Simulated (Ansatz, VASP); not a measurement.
## SiC: VASP beside Ansatz

```
Si C
1.0
     3.07600    0.00000    0.00000
    -1.53800    2.66389    0.00000
     0.00000    0.00000    5.04800
Si C
2 2
Direct
  0.33333 0.66667 0.00000
  0.66667 0.33333 0.50000
  0.33333 0.66667 0.38500
  0.66667 0.33333 0.88500
```

Alike in both runs: task electric field gradients; functional PBEsol; k mesh 15 × 15 × 8; occupations fermi-dirac, width 0.08 eV; no spin polarisation.

|  | VASP | Ansatz |
| --- | --- | --- |
| version | VASP 6.6.1 | Ansatz 0.2.0 |
| potentials or method | VASP PAW PBE potentials, release 64 (Si, C), cutoff 520 eV | all-electron PAW with datasets made for the crystal, scalar-relativistic |

|  | VASP | Ansatz | Ansatz less VASP |
| --- | --- | --- | --- |
| pressure (GPa) | 0.6 | 0.2 | -0.41 |
| largest component of the traceless stress (GPa) | 3.30 | 3.21 | -0.086 |
| rms of the force components (eV/Å) | 0.434 | 0.431 | -0.0031 |
| Vzz of the field gradient on the site that differs most (V/Å²) | 17.2 | 16.1 | -1.02 |

Atom by atom the forces differ by 0.003 eV/Å (rms over components). Ansatz ran all-electron here, so the differences hold the error of VASP's frozen core and of both bases.

Caveats: the PAW data sets were made with another functional, which shifts forces and pressure a little (VASP); an odd mesh through Γ misses points on the zone boundary, where band edges often lie. Expect the measured gap to be larger: semilocal functionals such as PBEsol lack the derivative discontinuity.
